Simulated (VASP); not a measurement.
The system is NiO.

```
Ni O
1.0
     0.00000    2.08590    2.08590
     2.08590    0.00000    2.08590
     2.08590    2.08590    0.00000
Ni O
1 1
Direct
  0.00000 0.00000 0.00000
  0.50000 0.50000 0.50000
```

Program: VASP 6.6.1. Alike in all runs: level LDA; potentials or basis VASP PAW LDA potentials, release 64 (Ni, O); spin collinear, ferromagnetic start; cell as given; k mesh 11 × 11 × 11; cutoff (eV) 520; smearing gaussian 0.02 eV. Hardware: 1 thread of Intel(R) Xeon(R) 6975P-C (Granite Rapids), with other jobs on the host.

Q: Order these runs on this cell by their wall time, lowest first.
A. task electric field gradients
B. task electron localisation function
C. task optical spectrum

A: B (11 s), A (26 s), C (63 s).

Caveats: spectra need much finer meshes, so this one isn't converged (some runs); independent-particle spectra lack excitons (some runs); the intraband (Drude) part of a metal's response may be missing (some runs).
